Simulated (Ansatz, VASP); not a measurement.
Given: the input of a run of Ansatz 0.2.0 on Br.

Contents of input.yaml:

```yaml
crystal:
  lattice:
    - [-1.4042529722, 1.4042529722, 3.5291666136]
    - [1.4042529722, -1.4042529722, 3.5291666136]
    - [1.4042529722, 1.4042529722, -3.5291666136]
  atoms:
    - { symbol: Br, position: [0.0, 0.0, 0.0] }
hamiltonian:
  xc: pbe
  pseudopotentials: { kind: paw }
kpoints:
  mp_grid: { grid: [13, 13, 13] }
scf:
  occupations: { method: fermi_dirac, width: 0.05 }
output:
  forces: true
  stress: true
  eigenvalues: true
```

Potentials or basis: Ansatz PAW.

Command:

```console
$ ansatz run input.yaml --threads 1 --pin off --max-ram 3584MiB --backend cpu --events-out ev --progress --plain --runs-dir out
```

Task: Translate it to VASP 6.6.1. Potentials there: VASP PAW PBE potentials, release 64 (Br).

Result: As run (the cutoff follows the program's own potentials):

Contents of INCAR:

```
SYSTEM = Br
ALGO = Normal
EDIFF = 1E-7
ENCUT = 520
GGA = PE
ISIF = 2
ISMEAR = -1
LASPH = .True.
LCHARG = .False.
LREAL = .False.
LWAVE = .False.
NBANDS = 10
NELM = 80
PREC = Accurate
SIGMA = 0.05
```

Contents of KPOINTS:

```
k-points
0
Gamma
  13 13 13
  0 0 0
```

The input POSCAR:

```
Br
1.0
   -1.4042529722      1.4042529722      3.5291666136
    1.4042529722     -1.4042529722      3.5291666136
    1.4042529722      1.4042529722     -3.5291666136
Br
1
Direct
    0.0000000000      0.0000000000      0.0000000000
```

Potentials or basis: VASP PAW PBE potentials, release 64 (Br).

Command:

```console
$ cat potpaw_PBE.64/Br/POTCAR > POTCAR
$ mpirun -np 1 vasp_std > vasp.out
```

Both were run:

|  | VASP | Ansatz | Ansatz less VASP |
| --- | --- | --- | --- |
| gap on the k mesh at the Fermi level (eV) | none | none | - |
| pressure (GPa) | 3.2 | 3.2 | -0.01 |
| largest component of the traceless stress (GPa) | 1.12 | 1.11 | -0.009 |

A gap of «none» marks a metal or a gap that the smearing closes.

Caveats: an odd number of electrons without spin polarisation forces a metal; a magnetic or distorted state may lie lower.
